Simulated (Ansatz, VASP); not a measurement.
VSi in VASP and in Ansatz

INCAR

```
SYSTEM = VSi
PREC     = Accurate       ! precision mode
ENCUT    = 520            ! plane-wave cutoff, eV
EDIFF    = 1E-8           ! SCF threshold, eV
ISMEAR   = -1             ! smearing method
SIGMA    = 0.05           ! smearing width, eV
LREAL    = .FALSE.        ! projectors in reciprocal space
LASPH    = .TRUE.         ! aspherical terms in the spheres
NELM     = 150            ! most SCF steps
ALGO     = Normal         ! electronic algorithm
ISIF     = 2              ! what is computed and relaxed
LWAVE    = .FALSE.        ! write WAVECAR
LCHARG   = .FALSE.        ! write CHGCAR
ISPIN    = 2              ! spin polarisation
MAGMOM   = 1.5 0          ! initial moments
LORBIT   = 11             ! projections on sites
LMAXMIX  = 4              ! l up to which the mixer works
GGA      = PE             ! functional
LEFG     = .TRUE.       
NBANDS   = 20             ! bands
```

Contents of KPOINTS:

```
Automatic mesh
0
G
  11 11 11
  0 0 0
```

The input POSCAR:

```
VSi
1.0
    0.0000000000      2.7645669837      2.7645669837
    2.7645669837      0.0000000000      2.7645669837
    2.7645669837      2.7645669837      0.0000000000
V Si
1 1
Direct
    0.0000000000      0.0000000000      0.0000000000
    0.2500000000      0.2500000000      0.2500000000
```

Input for Ansatz:

```yaml
crystal:
  lattice:
    - [0.0, 2.7645669837, 2.7645669837]
    - [2.7645669837, 0.0, 2.7645669837]
    - [2.7645669837, 2.7645669837, 0.0]
  atoms:
    - { symbol: V, position: [0.0, 0.0, 0.0], spin: 1.5 }
    - { symbol: Si, position: [0.25, 0.25, 0.25] }
magnetization:
  spin_polarized: true
kpoints:
  mp_grid: { grid: [11, 11, 11] }
  band_path:
    path:
      - [0.0, 0.0, 0.0]
      - [-0.5, -0.5, 0.0]
      - [-0.375, -0.375, 0.25]
      - [-0.375, 0.0, 0.375]
      - [0.0, 0.0, 0.0]
      - [0.0, 0.0, 0.5]
      - [-0.5, -0.25, 0.25]
      - [-0.5, -0.5, 0.0]
    npoints: 8
scf:
  occupations: { method: fermi_dirac, width: 0.05 }
hamiltonian:
  xc: pbe
  pseudopotentials: { kind: paw }
output:
  forces: true
  stress: true
  eigenvalues: true
  efg: { contact_densities: true }
  populations: true
  bader: true
  dos: { projected: true, de: 0.2, e_range: [-14, 8] }
```

Alike in both runs: task electric field gradients; functional PBE; k mesh 11 × 11 × 11; occupations fermi-dirac, width 0.05 eV; collinear spin.

```csv
,VASP,Ansatz
version,VASP 6.6.1,Ansatz 0.2.0
potentials or method,"VASP PAW PBE potentials, release 64 (V_sv, Si)","PAW with Ansatz's default frozen-core files, scalar-relativistic"
plane-wave cutoff (eV),520,420
valence electrons in the cell,17,17
```

|  | VASP | Ansatz | Ansatz less VASP |
| --- | --- | --- | --- |
| pressure (GPa) | 0.1 | 0.0 | -0.07 |
| net moment per atom (μB) | 0.28 | 0.27 | -0.003 |
| size of the moment on the site where the two differ most (μB) | 0.54 | 0.49 | -0.053 |
| Vzz of the field gradient on the site that differs most (V/Å²) | 0.0 | 0.0 | 0.00 |

Site moments also hang on the region over which each program counts them.
